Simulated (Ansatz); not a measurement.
# AlN: a short molecular-dynamics run

Aim: set AlN (a randomly packed cell, 4 atoms, not relaxed) in motion for 30 steps of 0.5 fs at constant energy, with velocities drawn for 300 K, and see how temperature, energy and positions respond.

All numbers below are computed with Ansatz 0.2.0 (DFT PBE, plane waves, PAW, scalar-relativistic, no spin polarisation).

The cell holds 4 atoms (Al2N2): a = 4.085 Å, b = 3.756 Å, c = 3.099 Å, α = 92.77°, β = 83.52°, γ = 98.37°.

Coordinates:

```
CELL_PARAMETERS angstrom
4.05746 0.14232 -0.45225
-0.67023 3.69463 0.08834
0.69202 -0.09896 3.01953
ATOMIC_POSITIONS crystal
Al 0.23147 0.96551 0.68775
Al 0.75588 0.02734 0.22058
N 0.08892 0.54704 0.18419
N 0.49483 0.49645 0.45491
```

The structure above is the start of the run; the results belong to its end.

| quantity | value |
| --- | --- |
| length | 30 steps of 0.5 fs |
| temperature, first and last step | 300 and 3196 K |
| temperature, second half | mean 2015 K, from 1013 to 3196 K |
| potential energy, second half | -166 meV/atom from the start |
| largest change of the total energy | 0.10 meV/atom |
| mean square displacement, second half | N 0.024, Al 0.002 Å² |

In words: The temperature starts at 300 K and averages 2015 K in the second half, where it still rises, from 1013 to 3196 K; the start was no minimum (force components up to 1.9 eV/Å), and the potential energy that it sheds (166 meV/atom) turns into motion. The total energy strays from its start by at most 0.10 meV/atom, under 0.1 % of the mean kinetic energy, so a step of 0.5 fs is short enough over this time. Over the second half N atoms stand 0.2 Å (root mean square) from where they began, and the farthest move is 0.3 Å. 15 fs on 4 atoms is far too short and small for converged averages.

Which input would start the first run of this session?

One input that does so (others would too):

Contents of input.yaml:

```yaml
crystal:
  lattice:
    - [4.057458, 0.142324, -0.452246]
    - [-0.670227, 3.694632, 0.08834]
    - [0.692023, -0.098962, 3.019529]
  atoms:
    - { symbol: Al, position: [0.23147, 0.965512, 0.687753] }
    - { symbol: Al, position: [0.755879, 0.027341, 0.22058] }
    - { symbol: "N", position: [0.088924, 0.547038, 0.184195] }
    - { symbol: "N", position: [0.49483, 0.496447, 0.454911] }
kpoints:
  mp_grid: { grid: [4, 4, 5] }
magnetization:
  spin_polarized: false
scf:
  occupations: { method: fermi_dirac, width: 0.05 }
hamiltonian:
  pseudopotentials: { kind: paw }
  xc: pbe
basis:
  ecutwfc: 420
md:
  timestep: 0.5
  n_steps: 30
  ensemble: nve
  temperature: 300.0
  initial_velocities: maxwell_boltzmann
  seed: 967187
```

Launch:

```bash
$ ansatz run input.yaml --threads 2 --pin off --max-ram 2560MiB --backend cpu --events-out ev --progress --plain --runs-dir out
```
